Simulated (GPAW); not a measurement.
Runs of GPAW 26.7.0 on AlN. It takes space group P6_3mc (No. 186, hexagonal). Conventional cell: a = 3.113 Å, b = 3.113 Å, c = 4.981 Å, α = 90.00°, β = 90.00°, γ = 120.00°. Al (site symmetry 3m) has 4 N at 1.89 Å as nearest neighbours. Around N (site symmetry 3m) lie 4 Al at 1.89 Å. 

```csv
task,level,potentials or basis,cell,k mesh,cutoff (eV),optimizer,fmax,max steps,band path,band points,grid spacing,gap on the mesh (eV),pressure (GPa),relaxed volume (Å³/atom),largest force (eV/Å)
relaxation of cell and atoms,BP86,"PAW data sets generated in the run's folder for this functional, pw",relaxed,7 × 7 × 4,800,LBFGS,0.01 eV/Å,40,-,-,-,4.08,0.0,10.70,0.01
relaxation of cell and atoms,PBE+D4,"GPAW PAW data sets (gpaw-data 1.2.1), pw",relaxed,7 × 7 × 4,800,BFGS,0.02 eV/Å,100,-,-,-,(b),-0.1,(a),-
band structure,PBE,"GPAW PAW data sets (gpaw-data 1.2.1), lcao:dzp",as given,7 × 7 × 4,-,-,-,-,"GMKGALHA,LM,KH",80,0.2 Å,4.17,-,-,-
one-shot levels of the hybrid HSE06,PBE,"GPAW PAW data sets (gpaw-data 1.2.1), pw",as given,6 × 6 × 4,600,-,-,-,-,-,-,4.20,-1.6,-,0.13
relaxation of cell and atoms,rSCAN,"GPAW PAW data sets (gpaw-data 1.2.1), pw",relaxed,7 × 7 × 4,800,FIRE,0.02 eV/Å,60,-,-,-,4.96,-0.2,10.39,0.02
```

Alike in all rows: no spin polarisation; smearing fermi-dirac 0.05 eV.

Task: Fill in the values left out.

Result: (a) 10.45; (b) 4.21.

Caveats: later steps reuse the first step's grids (some runs); the real-space grid adds noise to forces (some runs); the forces don't sum to zero, a sign of grid noise (some runs); the basis of atomic orbitals isn't converged, which shifts pressures, moduli and gaps (some runs); the cutoff is short for stress and forces, so pressures can be off by a GPa or more (some runs); energy and the plain gap are those of the semilocal run (some runs); the hybrids' values are one shot on its orbitals and mesh (some runs).

